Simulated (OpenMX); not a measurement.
Crystal: C.

```
C
1.0
     0.00000    1.78337    1.78337
     1.78337    0.00000    1.78337
     1.78337    1.78337    0.00000
C
2
Direct
  0.75000 0.75000 0.75000
  0.50000 0.50000 0.50000
```

This isn't the form of C at room conditions, which is graphite.

```yaml
Program: OpenMX 3.8.5
Task: single point
Functional: PBE
Potentials_or_basis: OpenMX 2013 PBE set, C6.0-s2p2d1, grid cutoff 300 Ry
k_mesh: 13 × 13 × 13
Occupations: fermi-dirac, width 0.05 eV
Spin: no spin polarisation
```

On this cell: pressure 1.9 GPa; largest force zero by symmetry; band gap on the k mesh 4.31 eV, indirect (least direct gap 5.69 eV).

The same run follows on a disturbed copy (atoms moved at random, drawn with an rms of 0.05 Å):

```
C
1.0
     0.00000    1.78337    1.78337
     1.78337    0.00000    1.78337
     1.78337    1.78337    0.00000
C
2
Direct
  0.74778 0.75306 0.75416
  0.48928 0.49860 0.49360
```

Question: What does the disturbed cell give?

Answer: The energy moves by +21.8 meV/atom; pressure 2.6 GPa; largest force 1.729 eV/Å; band gap on the k mesh 3.39 eV, indirect (least direct gap 4.07 eV).

Forces on the atoms (eV/Å):
```
C   -0.935 -1.230 -0.776
C    0.932  1.230  0.776
```

Caveats: an odd mesh through Γ misses points on the zone boundary, where band edges often lie; the basis of atomic orbitals isn't converged, which shifts pressures, moduli and gaps.
